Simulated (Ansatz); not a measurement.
## Two structures of WSe2 under several functionals

Plane-wave DFT in Ansatz with scalar-relativistic PAW potentials (420 eV, r2SCAN 500 eV). Each structure was relaxed within its symmetry at each level.
A. P-3m1, 6 atoms in the computed cell, a = 3.271 Å, c = 23.983 Å; sites (symmetry × multiplicity) W 3m. × 2, Se 3m. × 2 + 3m. × 2
B. P-6m2, 3 atoms in the computed cell, a = 3.270 Å, c = 16.661 Å; sites (symmetry × multiplicity) W -6m2 × 1, Se 3m. × 2
(cells at PBEsol)

Task: Does the choice of functional change which is lower?

Result:
| level | E(B) − E(A) (meV/atom) | V(A) (Å³/atom) | V(B) (Å³/atom) |
| --- | --- | --- | --- |
| PBEsol | 7.1 | 37.03 | 51.44 |
| LDA | 20.6 | 35.99 | 50.62 |
| PBE | 1.0 | 39.55 | 52.99 |
| r2SCAN | 7.9 | 38.19 | 52.83 |

No: wherever the difference exceeds numerical noise A is lower; the difference varies by 20 meV/atom between levels. Functionals that bind more strongly (LDA, PBEsol, a dispersion term) tend to favour the denser structure.

Spin–orbit coupling is left out, which can shift energies with elements as heavy as these. Each cell of WSe2 holds layers, and where no dispersion correction was added their binding is poorly described.